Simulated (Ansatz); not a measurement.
Consider CsPbI3 in the cubic perovskite structure (space group Pm-3m, No. 221).

```xyz
5
Lattice="6.3327 0.0000 0.0000 0.0000 6.3327 0.0000 0.0000 0.0000 6.3327" Properties=species:S:1:pos:R:3 pbc="T T T"
Cs     0.0000     0.0000     0.0000
Pb     3.1663     3.1663     3.1663
I      0.0000     3.1663     3.1663
I      3.1663     3.1663     0.0000
I      3.1663     0.0000     3.1663
```

Calculations: r2SCAN (Ansatz, a program for electronic structure, PAW, scalar-relativistic without spin-orbit coupling).

Before the change:

```
Item                                 Value
-------------  ---------------------------
Pressure                          0.00 GPa
Electron mass  0.070, 0.79, 0.79 mₑ (at R)
Hole mass                   0.15 mₑ (at R)
```

Perturbation: every lattice vector is shortened by 4.98 %, atoms relaxed at fixed cell.

What happens to the pressure?

The pressure goes from zero to 3.65 GPa.

What does the calculation give for the energy relative to the base after the change?

The energy grows by 71 meV/atom.

What happens to the electron mass?

The electron mass (degenerate bands, along [100]) changes from 0.070, 0.79, 0.79 mₑ (at R) to 0.048, 0.66, 0.66 mₑ (at R).

What happens to the hole mass?

The hole mass becomes 0.079 mₑ (at R) (base: 0.15 mₑ (at R)).

Spin-orbit coupling, missing from the scalar runs, can matter with I and Pb. The levels and masses belong to the bands next to the band gap. The cells carry an imposed strain or load. Masses are band curvatures over ±0.01 Å⁻¹ around the edge. Stability against distortions was not tested. Many cubic perovskites are stable only at high temperature; tilts and polar distortions were not tested. This is not the structure that CsPbI3 has at room temperature and ambient pressure.
